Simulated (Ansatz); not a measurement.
TiPbO₃, a database entry at a rescaled volume

```yaml
crystal:
  lattice:
    - [3.91439, 3.91439, 0.00000]
    - [3.91439, -3.91439, 0.00000]
    - [0.00000, 0.00000, 4.09548]
  atoms:
    - { symbol: Pb, position: [0.00000, 0.00000, 0.00000] }
    - { symbol: Pb, position: [0.50000, 0.50000, 0.00000] }
    - { symbol: Ti, position: [0.00000, 0.50000, 0.53250] }
    - { symbol: Ti, position: [0.50000, 0.00000, 0.53250] }
    - { symbol: O, position: [0.00000, 0.50000, 0.09600] }
    - { symbol: O, position: [0.50000, 0.00000, 0.09600] }
    - { symbol: O, position: [0.25000, 0.25000, 0.59600] }
    - { symbol: O, position: [0.75000, 0.75000, 0.59600] }
    - { symbol: O, position: [0.25000, 0.75000, 0.59600] }
    - { symbol: O, position: [0.75000, 0.25000, 0.59600] }
```

Single point in Ansatz 0.2.0 with r2SCAN, with U = 7.68 eV and J = 0.97 eV on Ti d (all-electron-ortho-atomic projectors), collinear spin. Cutoff 500 eV, PAW datasets, 4×4×6 Γ-centred k mesh, fermi-dirac filling (width 0.1 eV).

The state carries no moments; the state need not be the lowest.

Question: What is the band gap?

Answer: The gap is 3.18 eV, indirect or between spins (the least direct gap found is 3.38 eV).

Question: Where is the largest force?

Answer: The largest is on O5 (and as large on other atoms): 0.87 eV/Å, components (0.00, 0.00, -0.87). It makes 180° with the line to a nearest neighbour, Ti3 at 1.79 Å, pointing away from it.

Question: Which orbitals make up the band edges?

Answer: Within 0.7 eV of the edges, the states project mainly on O p (77 %) and Pb s (17 %) below the gap and on Ti d (80 %) above it.

Question: Describe some of the short contacts.

Answer: Ti–O at 1.79 Å: least valence density 1.13 e/Å³ and ELF 0.29 there. Pb–O at 2.56 Å: least valence density 0.27 e/Å³ and ELF 0.14 there, a closed-shell (ionic or weak) contact. These are pseudo-fields; inside the PAW spheres they differ from the all-electron ones.

Origin: a database entry at a rescaled volume. Caveats: the input typed no starting moments; no spin-orbit coupling, which can shift this gap by tenths of an eV.
